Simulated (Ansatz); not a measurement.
# Pressure against volume in Hf4O3

The cell was found from a structure generator's guess, not taken from experiment.

Computed with DFT PBE, scalar-relativistic, plane waves, PAW in Ansatz. Cutoff 420 eV, Γ-centred 6×6×6 mesh (7-atom cell), Gaussian smearing of 0.10 eV, no spin polarisation.

```cif
data_structure
_symmetry_space_group_name_H-M 'P-42m'
_symmetry_Int_Tables_number 111
_cell_length_a 4.8017
_cell_length_b 4.8017
_cell_length_c 5.0552
_cell_angle_alpha 90.000
_cell_angle_beta 90.000
_cell_angle_gamma 90.000
_cell_volume 116.55
loop_
_atom_site_label
_atom_site_type_symbol
_atom_site_symmetry_multiplicity
_atom_site_Wyckoff_symbol
_atom_site_fract_x
_atom_site_fract_y
_atom_site_fract_z
_atom_site_occupancy
Hf1 Hf 4 n 0.25063 0.25063 0.25170 1
O1 O 1 a 0.00000 0.00000 0.00000 1
O2 O 1 c 0.00000 0.00000 0.50000 1
O3 O 1 d 0.50000 0.50000 0.00000 1
```

The cell was set to several volumes, with shape and atoms relaxed at each where symmetry leaves them free. Pressure is positive in compression, and energies count from the lowest row. No row has a gap on its mesh.

```
row  V (Å³/atom)  P (GPa)  ΔE (meV/atom)
  1       14.653    24.33          135.6
  2       15.152        ?              ?
  3       15.652    10.29           30.2
  4       16.151     4.76            7.1
  5       16.651    -0.01            0.0
  6       17.150    -4.07            6.5
  7       17.650    -7.55           24.8
  8       18.316   -11.44           64.5
```

Task: Find B = −V·ΔP/ΔV from rows 4 and 6 and from rows 1 and 3, and from the two its slope B′ and its value B0 at zero pressure.

Result: Rows 4 and 6 give −(16.151 + 17.150)/2 × (-4.07 − (4.76))/(17.150 − 16.151) = 147.2 GPa at a mean pressure of 0.34 GPa. Rows 1 and 3 give −(14.653 + 15.652)/2 × (10.29 − (24.33))/(15.652 − 14.653) = 213.0 GPa at a mean pressure of 17.31 GPa. So B′ = (213.0 − 147.2)/(17.31 − (0.34)) = 3.88 and B0 = 147.2 − 3.88 × (0.34) = 145.9 GPa. A third-order Birch–Murnaghan fit to all the energies gives B0 = 145.9 GPa and B′ = 4.2.

Task: Estimate the pressure and energy of row 2.

Result: From row 5, V0 = 16.651 × (1 + (-0.01)/145.9) = 16.650 Å³/atom. Murnaghan's form P = (B0/B′)·[(V0/V)^B′ − 1] gives (145.9/3.88) × [(16.650/15.152)^3.88 − 1] = 16.61 GPa; the computed pressure is 16.78 GPa, so the estimate is off by -0.17 GPa. The work of compression from row 3, with the mean of the two pressures, gives ΔE = 30.2 + (16.61 + 10.29)/2 × (15.652 − 15.152)/160.2 × 1000 = 72.2 meV/atom (1 eV/Å³ = 160.2 GPa); the computed value is 72.0 meV/atom.

These runs have no spin–orbit coupling, which can matter for Hf. All volumes keep the k mesh of the relaxed cell. A later test with randomly moved atoms came back to the same energy, though modes that don't fit the test's cell weren't probed.
